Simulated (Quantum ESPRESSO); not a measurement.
BN:

```
N B
1.0
     1.25112    0.72234    3.37293
    -1.25112    0.72234    3.37293
     0.00000   -1.44467    3.37293
N B
1 1
Direct
  0.66724 0.66724 0.66724
  0.00033 0.00033 0.00033
```

The cell is a database's computed one.

Base run:

* Program: Quantum ESPRESSO 7.5
* Functional: PBEsol
* Potentials or basis: GBRV 1.5 PBEsol
* Cutoff: 612 eV
* Density cutoff: 4898 eV
* k mesh: 12 × 12 × 12
* Occupations: fermi-dirac, width 0.05 eV
* Spin: no spin polarisation

Its results: band gap on the k mesh 4.19 eV, indirect (least direct gap 4.65 eV); pressure 1.1 GPa.

Problem. The run is repeated on the same cell with these changes: functional from PBEsol to LDA; potentials or basis from GBRV 1.5 PBEsol to GBRV 1.5 LDA. What comes out?

Solution. Band gap on the k mesh 4.10 eV, indirect (least direct gap 4.56 eV); pressure -3.4 GPa.

A k mesh can miss the band edges.
